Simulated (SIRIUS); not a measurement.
# CaSe under changes of volume

One of the cells (26.346 Å³/atom); the others are scaled copies at fixed shape and fractional positions:

```
CELL_PARAMETERS angstrom
0.00000 2.97558 2.97558
2.97558 0.00000 2.97558
2.97558 2.97558 0.00000
ATOMIC_POSITIONS crystal
Se 0.50000 0.50000 0.50000
Ca 0.00000 0.00000 0.00000
```

| Quantity | Value |
| --- | --- |
| Program | SIRIUS 7.12.0 |
| Functional | PBEsol |
| Potentials or basis | all-electron FP-LAPW |
| Cutoff | 167 eV |
| Basis | apw+lo standard |
| k mesh | 8 × 8 × 8 |
| Occupations | fermi-dirac, width 0.05 eV |
| Spin | no spin polarisation |

```csv
volume (Å³/atom),energy over the lowest point (meV/atom),gap on the mesh (eV)
24.280,6.55,1.77
24.796,1.26,1.83
25.313,0.00,1.88
26.346,?,?
26.863,14.98,2.03
27.379,25.33,2.07
```

Problem. What does the run at 26.346 Å³/atom give?

Solution. Energy over the lowest point 7.11 meV/atom; gap on the mesh 1.98 eV.

Worked out: A Birch-Murnaghan fit of order 3 (a polynomial in V^(-2/3)) to the other rows has its minimum at 25.25 Å³/atom with B0 = V·E''(V) = 53 GPa and B' = 4.5. It gives 7.13 meV/atom at 26.346 Å³/atom, against the run's 7.11. A straight line through the other rows of the gap, of slope 2.5 eV per unit of ln V, gives 1.98 eV, against the run's 1.98.

Energies are extrapolated to zero smearing.

A mesh can miss the band edges. Spin-orbit coupling on Se is left out.
